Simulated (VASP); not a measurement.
# AlGaN2: relaxation of cell and atoms with PBEsol

The system is AlGaN2.

```xyz
8
Lattice="-3.1454 0.0000 0.0000 0.0000 0.0000 -5.0896 0.0000 -5.4461 0.0000" Properties=species:S:1:pos:R:3 pbc="T T T"
Al   -1.5727   -0.9201   -0.0116
Al    0.0000   -1.8029   -2.5563
Ga    0.0000   -3.6193   -0.0073
Ga   -1.5727   -4.5498   -2.5520
N    -1.5727   -0.9494   -3.1942
N     0.0000   -3.5930   -3.1489
N     0.0000   -1.7736   -0.6495
N    -1.5727   -4.5761   -0.6041
```

The cell was built by a generator and needn't be a form met in nature.

```json
{
 "Program": "VASP 6.6.1",
 "Task": "relaxation of cell and atoms",
 "Functional": "PBEsol",
 "Potentials or basis": "VASP PAW PBE potentials, release 64 (Al, Ga_d, N)",
 "Cutoff": "600 eV",
 "k mesh": "10 × 6 × 6",
 "Occupations": "gaussian, width 0.03 eV",
 "Spin": "no spin polarisation",
 "Further INCAR settings": "ALGO = Normal; EDIFF = 1e-07; IBRION = 2; EDIFFG = -0.005; NSW = 90; ISIF = 3"
}
```

```json
{
  "Relaxed volume": "10.90 Å³/atom",
  "Relaxed cell": "a = 3.146 Å, b = 5.091 Å, c = 5.446 Å, α = 90.00°, β = 90.00°, γ = 90.00°",
  "Space group after relaxing (to 0.05 Å)": "Pmn2_1 (No. 31)",
  "Energy gained by relaxing": "0.0 meV/atom",
  "Ionic steps": "3",
  "Pressure after relaxing": "0.0 GPa",
  "Largest force after relaxing": "0.005 eV/Å",
  "Band gap on the k mesh": "2.90 eV, direct"
}
```

Forces in eV/Å, atoms in the order of the input:
```
Al   0.000  0.001  0.001
Al   0.000 -0.001  0.001
Ga   0.000  0.002  0.003
Ga   0.000 -0.002  0.003
N    0.000 -0.003 -0.004
N    0.000 -0.003 -0.001
N    0.000  0.003 -0.004
N    0.000  0.003 -0.001
```

Final structure:
```
Al Ga N
1.0
    -3.14589    0.00000    0.00000
     0.00000    0.00000   -5.09060
     0.00000   -5.44639    0.00000
Al Ga N
2 2 4
Direct
  0.50000 0.00225 0.16893
  0.00000 0.50225 0.33107
  0.00000 0.00140 0.66454
  0.50000 0.50140 0.83546
  0.50000 0.62765 0.17434
  0.00000 0.61870 0.65974
  0.00000 0.12765 0.32566
  0.50000 0.11870 0.84026
```

Levels at points of the mesh, in eV from the valence-band top:
| k point | band 23 | band 24 | band 25 | band 26 | band 27 | band 28 | band 29 | band 30 |
| --- | --- | --- | --- | --- | --- | --- | --- | --- |
| (0.00, 0.00, 0.00) | -0.94 | -0.14 | -0.10 | 0.00 | 2.90 | 4.92 | 5.64 | 5.72 |
| (0.50, 0.00, 0.00) | -2.07 | -2.07 | -1.67 | -1.67 | 5.57 | 5.57 | 7.33 | 7.33 |
| (0.00, 0.50, 0.00) | -0.56 | -0.56 | -0.50 | -0.50 | 4.61 | 4.61 | 5.35 | 5.35 |
| (0.50, 0.50, 0.00) | -1.49 | -1.49 | -1.19 | -1.19 | 6.07 | 6.07 | 6.31 | 6.31 |
| (0.00, 0.00, 0.50) | -0.79 | -0.74 | -0.46 | -0.20 | 4.92 | 5.32 | 6.47 | 6.80 |
| (0.50, 0.00, 0.50) | -2.11 | -2.11 | -0.85 | -0.85 | 5.05 | 5.05 | 5.69 | 5.69 |
| (0.00, 0.50, 0.50) | -1.41 | -1.41 | -0.97 | -0.97 | 5.56 | 5.56 | 6.08 | 6.08 |
| (0.50, 0.50, 0.50) | -1.62 | -1.62 | -1.48 | -1.48 | 4.53 | 4.53 | 4.94 | 4.94 |

It took 99 s on 4 MPI ranks on Intel(R) Xeon(R) 6975P-C (Granite Rapids), on a shared host, peak memory 0.43 GiB a rank.

Caveat: the PAW data sets were made with another functional, which shifts forces and pressure a little. A k mesh can miss the band edges.
